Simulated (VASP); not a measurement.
# CuO (Tenorite) (Cc) in VASP: further runs

One crystal, CuO (Tenorite), is run at these levels: PBE; tasks: band structure.

All numbers are computed with VASP 6.6.1; they aren't measurements. Logs are shortened: lines on timing, memory, paths and dates and some standing lists are left out, and cuts for length are marked.

### Step 1. Starting point

It takes space group Cc (No. 9, monoclinic). The conventional cell has a = 4.689 Å, b = 3.427 Å, c = 5.132 Å, α = 90.00°, β = 99.65°, γ = 90.00°. Cu (site symmetry 1) is surrounded by 4 O at 1.91 to 2.02 Å. O (site symmetry 1) is surrounded by 4 Cu at 1.91 to 2.02 Å.

### Step 2. Band structure, PBE

The input, POSCAR:

```
CuO
1.0
    2.3446500000     -1.7134000000      0.0000000000
    2.3446500000      1.7134000000      0.0000000000
   -0.8605543552      0.0000000000      5.0594363927
Cu O
2 2
Direct
    0.4968000000      0.0032000000      0.5000000000
    0.0032000000      0.4968000000      0.0000000000
    0.4056000000      0.5714000000      0.7537000000
    0.5714000000      0.4056000000      0.2537000000
```

The input, INCAR.step1:

```
ALGO = Normal ; EDIFF = 1E-6
ENCUT = 500 ; GGA = PE
ISIF = 2 ; ISMEAR = -1
LASPH = True ; LCHARG = True
LMAXMIX = 4 ; LREAL = False
LWAVE = False ; NBANDS = 25
NELM = 60 ; PREC = Accurate
SIGMA = 0.05
```

The input, KPOINTS.step1:

```
k-points
0
Gamma
  10 10 5
```

The input, INCAR.step2:

```
ALGO = Normal ; EDIFF = 1E-6
ENCUT = 500 ; GGA = PE
ICHARG = 11 ; ISIF = 2
ISMEAR = 0 ; LASPH = True
LCHARG = False ; LMAXMIX = 4
LREAL = False ; LWAVE = False
NBANDS = 25 ; NELM = 60
PREC = Accurate ; SIGMA = 0.05
```

The input, KPOINTS.step2:

```
path GYFLI,I1ZF1,YX1,XGN,MG
15
line-mode
reciprocal
 0.0000000000  0.0000000000  0.0000000000  G
-0.5000000000 -0.5000000000  0.0000000000  Y

-0.5000000000 -0.5000000000  0.0000000000  Y
-0.5249462874 -0.5249462874  0.3256415493  F

-0.5249462874 -0.5249462874  0.3256415493  F
-0.5000000000 -0.5000000000  0.5000000000  L

-0.5000000000 -0.5000000000  0.5000000000  L
-0.6336780905 -0.3663219095  0.5000000000  I

-0.3663219095  0.3663219095  0.5000000000  I1
 0.0000000000  0.0000000000  0.5000000000  Z

 0.0000000000  0.0000000000  0.5000000000  Z
-0.4750537126 -0.4750537126  0.6743584507  F1

-0.5000000000 -0.5000000000  0.0000000000  Y
-0.6126314136 -0.3873685864  0.0000000000  X1

-0.3873685864  0.3873685864  0.0000000000  X
 0.0000000000  0.0000000000  0.0000000000  G

 0.0000000000  0.0000000000  0.0000000000  G
-0.5000000000  0.0000000000  0.0000000000  N

-0.5000000000  0.0000000000  0.5000000000  M
 0.0000000000  0.0000000000  0.0000000000  G
```

Potentials or basis: VASP PAW PBE potentials, release 64 (Cu, O).

Run with:

```
$ cat potpaw_PBE.64/Cu/POTCAR potpaw_PBE.64/O/POTCAR > POTCAR
$ cp INCAR.step1 INCAR
$ cp KPOINTS.step1 KPOINTS
$ mpirun -np 1 vasp_std > vasp.out
$ cp INCAR.step2 INCAR
$ cp KPOINTS.step2 KPOINTS
$ mpirun -np 1 vasp_std > vasp.out
```

OUTCAR:

```text
EDIFF = 1E-6
   ENCUT = 500
   GGA = PE
   ICHARG = 11
   ISIF = 2
   ISMEAR = 0
   LASPH = True
   LREAL = False
   NELM = 60
   PREC = Accurate

 ion  position               nearest neighbor table
   1  0.497  0.003  0.500-   4 1.91   3 1.93   4 1.98   3 2.02
   2  0.003  0.497  0.000-   3 1.91   4 1.93   3 1.98   4 2.02
   3  0.406  0.571  0.754-   2 1.91   1 1.93   2 1.98   1 2.02
   4  0.571  0.406  0.254-   1 1.91   2 1.93   1 1.98   2 2.02

  LATTYP: Found a base centered monoclinic cell.
 ALAT       =     4.6893000000
 B/A-ratio  =     0.7307700510
 C/A-ratio  =     1.0944277397
 COS(beta)  =    -0.1676807457

  Lattice vectors:

 A1 = (   2.3446500000,  -1.7134000000,   0.0000000000)
 A2 = (   2.3446500000,   1.7134000000,   0.0000000000)
 A3 = (  -0.8605543552,   0.0000000000,   5.0594363927)

Analysis of symmetry for initial positions (statically):
=====================================================================
 Subroutine PRICEL returns:
 Original cell was already a primitive cell.

 Routine SETGRP: Setting up the symmetry group for a
 base centered monoclinic supercell.

 Subroutine GETGRP returns: Found  2 space group operations
 (whereof  1 operations were pure point group operations)
 out of a pool of  4 trial point group operations.

The static configuration has the point symmetry C_1 .
 The point group associated with its full space group is C_1h.

Analysis of symmetry for dynamics (positions and initial velocities):
=====================================================================
 Subroutine PRICEL returns:
 Original cell was already a primitive cell.

 Routine SETGRP: Setting up the symmetry group for a
 base centered monoclinic supercell.

 Subroutine GETGRP returns: Found  2 space group operations
 (whereof  1 operations were pure point group operations)
 out of a pool of  4 trial point group operations.

The dynamic configuration has the point symmetry C_1 .
 The point group associated with its full space group is C_1h.

 Subroutine INISYM returns: Found  2 space group operations
 (whereof  1 operations are pure point group operations),
 and found     1 'primitive' translations

----------------------------------------------------------------------------------------

                                     Primitive cell

  volume of cell :      40.6508

  direct lattice vectors                    reciprocal lattice vectors
     2.344650000 -1.713400000  0.000000000     0.213251445 -0.291817439  0.036271720
     2.344650000  1.713400000  0.000000000     0.213251445  0.291817439  0.036271720
    -0.860554355  0.000000000  5.059436393     0.000000000  0.000000000  0.197650474

  length of vectors
     2.903984019  2.903984019  5.132100000     0.363248171  0.363248171  0.197650474

  position of ions in fractional coordinates (direct lattice)
     0.496800000  0.003200000  0.500000000
     0.003200000  0.496800000  0.000000000
     0.405600000  0.571400000  0.753700000
     0.571400000  0.405600000  0.253700000

  ion indices of the primitive-cell ions
   primitive index   ion index
                 1           1
                 2           2
                 3           3
                 4           4

----------------------------------------------------------------------------------------

 KPOINTS: path GYFLI,I1ZF1,YX1,XGN,MG

Interpolating k-points between supplied coordinates.

 Line segments in fractional coordinates (reciprocal lattice):
    0.000000  0.000000  0.000000  ... -0.500000 -0.500000  0.000000
   -0.500000 -0.500000  0.000000  ... -0.524946 -0.524946  0.325642
   -0.524946 -0.524946  0.325642  ... -0.500000 -0.500000  0.500000
   -0.500000 -0.500000  0.500000  ... -0.633678 -0.366322  0.500000
   -0.366322  0.366322  0.500000  ...  0.000000  0.000000  0.500000
    0.000000  0.000000  0.500000  ... -0.475054 -0.475054  0.674358
   -0.500000 -0.500000  0.000000  ... -0.612631 -0.387369  0.000000
   -0.387369  0.387369  0.000000  ...  0.000000  0.000000  0.000000
    0.000000  0.000000  0.000000  ... -0.500000  0.000000  0.000000
   -0.500000  0.000000  0.500000  ...  0.000000  0.000000  0.000000

 Generated    15 points on each line segment, for a total of    150 k-points:

 Following reciprocal coordinates:
            Coordinates               Weight
  0.000000  0.000000  0.000000      0.006667
 -0.035714 -0.035714  0.000000      0.006667
 -0.071429 -0.071429  0.000000      0.006667
 -0.107143 -0.107143  0.000000      0.006667
 -0.142857 -0.142857  0.000000      0.006667
 -0.178571 -0.178571  0.000000      0.006667
[... 16 lines left out ...]
 -0.512473 -0.512473  0.162821      0.006667
 -0.514255 -0.514255  0.186081      0.006667
 [... further k-points ...]
   k-points           NKPTS =    150   k-points in BZ     NKDIM =    150   number of bands    NBANDS=     25
   number of dos      NEDOS =    301   number of ions     NIONS =      4
   total plane-waves  NPLWV =  23040
   dimension x,y,z NGX =    24 NGY =   24 NGZ =   40
   dimension x,y,z NGXF=    48 NGYF=   48 NGZF=   80
   ions per type =               2   2
   NGX,Y,Z   is equivalent  to a cutoff of  13.74, 13.74, 12.96 a.u.
   NGXF,Y,Z  is equivalent  to a cutoff of  27.48, 27.48, 25.91 a.u.
 SYSTEM =  unknown system
   PREC   = accura    normal or accurate (medium, high low for compatibility)
   ISTART =      0    job   : 0-new  1-cont  2-samecut
   ICHARG =     11    charge: 1-file 2-atom 10-const
   ISPIN  =      1    spin polarized calculation?
   LNONCOLLINEAR =      F non collinear calculations
   LSORBIT =      F    spin-orbit coupling
   LASPH  =      T    aspherical Exc in radial PAW
   ENCUT  =  500.0 eV  36.75 Ry    6.06 a.u.   5.29  5.29  9.36*2*pi/ulx,y,z
   NELM   =     60;   NELMIN=  2; NELMDL=  0     # of ELM steps
   EDIFF  = 0.1E-05   stopping-criterion for ELM
   LREAL  =      F    real-space projection
   EDIFFG = 0.1E-04   stopping-criterion for IOM
   NSW    =      0    number of steps for IOM
   IBRION =     -1    ionic relax: 0-MD 1-quasi-New 2-CG
   NFREE  =      0    steps in history (QN), initial steepest desc. (CG)
   ISIF   =      2    stress and relaxation
   ISYM   =      2    0-nonsym 1-usesym 2-fastsym
   POTIM  = 0.5000    time-step for ionic-motion
   TEBEG  =    0.0;   TEEND  =   0.0 temperature during run
   PSTRESS=    0.0 pullay stress
   NELECT =      34.0000    total number of electrons
   NUPDOWN=      -1.0000    fix difference up-down
   EMIN   =  10.00;   EMAX   =-10.00  energy-range for DOS
   EFERMI =   0.00;   METHOD = LEGACY
   ISMEAR =     0;   SIGMA  =   0.05  broadening in eV -4-tet -1-fermi 0-gaus
   EFERMI_NEDOS =   21; number of points for ismear=-14 and -15
   IALGO  =     38    algorithm
   IMIX   =      4    mixing-type and parameters
     AMIX     =   0.40;   BMIX     =  1.00
     AMIX_MAG =   1.60;   BMIX_MAG =  1.00
  volume/ion in A,a.u.               =      10.16        68.58
  Fermi-wavevector in a.u.,A,eV,Ry     =   1.542451  2.914811 32.370388  2.379156
  Thomas-Fermi vector in A             =   2.648254
   LORBIT       =      0    0 simple, 1 ext, 2 COOP (PROOUT), +10 PAW based schemes
   GGA     = PE    functional components
   LHFCALC =     F    Hartree Fock is set to
   AEXX    =    0.0000 exact exchange contribution
   IVDW    =     0    specifies the selected vdW correction
   LEPSILON=     F    determine dielectric tensor
   LRPA    =     F    only Hartree local field effects (RPA)
 non-spin polarized calculation
 Gauss-broadening in eV      SIGMA  =   0.05
  energy-cutoff  :      500.00
  volume of cell :       40.65
 maximum number of plane-waves:      1049
 NGX is ok and might be reduce to    24

 number of electron      33.9999999 magnetization

 Free energy of the ion-electron system (eV)
  ---------------------------------------------------
  ext. energy  EPLUGINS =         0.00000000
  ---------------------------------------------------
  free energy    TOTEN  =       -19.14297336 eV

  energy without entropy =      -19.13992206  energy(sigma->0) =      -19.14144771

 E-fermi :   5.5938     XC(G=0): -11.8989

 val. band max:        5.5912789473   @ k =  -0.2500   0.0000   0.0000
 cond. band min:       5.5948372051   @ k =  -0.2857   0.0000   0.0000
 fundamental gap:      0.0035582578
 Fermi energy:         5.5938056866

 k-point     1 :       0.0000    0.0000    0.0000
  band No.  band energies     occupation
      1     -14.2256      2.00000
      2     -12.9118      2.00000
      3      -2.4367      2.00000
      4       0.1489      2.00000
      5       0.5077      2.00000
      6       2.2989      2.00000
[... 17 lines left out ...]
     24      22.0632      0.00000
     25      22.4509      0.00000

 k-point     2 :      -0.0357   -0.0357    0.0000
  band No.  band energies     occupation
      1     -14.2118      2.00000
      2     -12.9081      2.00000
      3      -2.4133      2.00000
      4       0.1501      2.00000
      5       0.5047      2.00000
      6       2.1875      2.00000
[... 17 lines left out ...]
     24      21.8192      0.00000
     25      22.6375      0.00000

 k-point     3 :      -0.0714   -0.0714    0.0000
  band No.  band energies     occupation
      1     -14.1706      2.00000
      2     -12.8972      2.00000
      3      -2.3438      2.00000
      4       0.1541      2.00000
      5       0.4952      2.00000
      6       1.9503      2.00000
[... 552 lines left out ...]
 k-point    23 :      -0.5125   -0.5125    0.1628
  band No.  band energies     occupation
      1     -12.9390      2.00000
      2     -12.6313      2.00000
      3      -1.6019      2.00000
      4      -0.4554      2.00000
      5      -0.1147      2.00000
      6       0.2175      2.00000
[... 17 lines left out ...]
     24      18.2932      0.00000
     25      19.9865      0.00000

 k-point    24 :      -0.5143   -0.5143    0.1861
  band No.  band energies     occupation
      1     -12.9322      2.00000
      2     -12.6396      2.00000
      3      -1.5699      2.00000
      4      -0.4698      2.00000
      5      -0.0930      2.00000
      6       0.2078      2.00000
[... 17 lines left out ...]
     24      18.3240      0.00000
     25      20.0481      0.00000

 [... further k-points ...]

------------------------ aborting loop because EDIFF is reached ----------------------------------------

  FORCE on cell =-STRESS in cart. coord.  units (eV):
  Direction    XX          YY          ZZ          XY          YZ          ZX
  --------------------------------------------------------------------------------------
  -------------------------------------------------------------------------------------
  Total        7.9673366      6.5118781      4.4285532      0.0000000      0.0000000      0.5517915
  in kB      314.0182040    256.6539310    174.5434379      0.0000000      0.0000000     21.7478668
  external PRESSURE =     248.4051910 kB  Pullay stress =       0.0000000 kB

 VOLUME and BASIS-vectors are now :
 -----------------------------------------------------------------------------
  energy-cutoff  :      500.00
  volume of cell :       40.65
      direct lattice vectors                 reciprocal lattice vectors
     2.344650000 -1.713400000  0.000000000     0.213251445 -0.291817439  0.036271720
     2.344650000  1.713400000  0.000000000     0.213251445  0.291817439  0.036271720
    -0.860554355  0.000000000  5.059436393     0.000000000  0.000000000  0.197650474

 POSITION                                       TOTAL-FORCE (eV/Angst)
 -----------------------------------------------------------------------------------
      0.74205     -0.84573      2.52972        -0.690634     -0.305113      0.202908
      1.17233      0.84573      0.00000        -0.690634      0.305113      0.202908
      1.64212      0.28408      3.81330         0.690634     -0.551901     -0.202908
      2.07240     -0.28408      1.28358         0.690634      0.551901     -0.202908
 -----------------------------------------------------------------------------------
    total drift:                                0.007435      0.000000      0.007977

  FREE ENERGIE OF THE ION-ELECTRON SYSTEM (eV)
  ---------------------------------------------------
  free  energy   TOTEN  =       -19.1429733634 eV

  energy  without entropy=      -19.1399220628  energy(sigma->0) =      -19.14144771
```

Wall time 75 s (1 thread of Intel Xeon 6975P-C (Granite Rapids), shared host); peak memory 0.24 GiB.

Results:

```yaml
Band_gap_along_the_path: none (metal or under the smearing width)
```

Levels at the corners of the path, in eV from the Fermi level:
```
point  band 14  band 15  band 16  band 17  band 18  band 19  band 20  band 21
    Γ    -2.22    -2.13    -1.65     0.22     0.92     1.71     6.06     8.16
    Y    -2.12    -1.67    -1.22    -0.65     1.07     3.39     7.06     8.57
    Y    -2.12    -1.67    -1.22    -0.65     1.07     3.39     7.06     8.57
    F    -1.84    -1.34    -1.33    -0.66     0.19     4.28     6.17     8.72
    F    -1.84    -1.34    -1.33    -0.66     0.19     4.28     6.17     8.72
    L    -1.65    -1.30    -1.30    -0.41    -0.41     5.24     5.24     9.02
    L    -1.65    -1.30    -1.30    -0.41    -0.41     5.24     5.24     9.02
    I    -1.80    -1.49    -1.49    -0.29    -0.29     5.88     5.88     9.10
   I1    -1.80    -1.49    -1.49    -0.29    -0.29     5.88     5.88     9.10
    Z    -2.23    -1.47    -1.47     0.25     0.25     3.93     3.93    11.70
    Z    -2.23    -1.47    -1.47     0.25     0.25     3.93     3.93    11.70
   F1    -1.84    -1.34    -1.33    -0.66     0.19     4.28     6.17     8.72
    Y    -2.12    -1.67    -1.22    -0.65     1.07     3.39     7.06     8.57
   X1    -2.00    -1.40    -1.34    -1.28     0.89     4.90     7.22     7.71
    X    -2.00    -1.40    -1.34    -1.28     0.89     4.90     7.22     7.71
    Γ    -2.22    -2.13    -1.65     0.22     0.92     1.71     6.06     8.16
    Γ    -2.22    -2.13    -1.65     0.22     0.92     1.71     6.06     8.16
    N    -1.60    -1.49    -1.40    -0.03     0.29     4.91     6.32     6.95
    M    -2.15    -1.73    -1.60    -0.09     0.74     5.15     6.53     8.11
    Γ    -2.22    -2.13    -1.65     0.22     0.92     1.71     6.06     8.16
```

Caveat: the log is that of the step along the path at fixed density, whose energy, stress, charges and moments have no meaning; the run has no spin polarisation, though such a crystal can be magnetic; semilocal functionals often make such compounds metallic where correlation or magnetic order opens a gap, which also shifts bond lengths.

(Continued in part 2 of 3.)
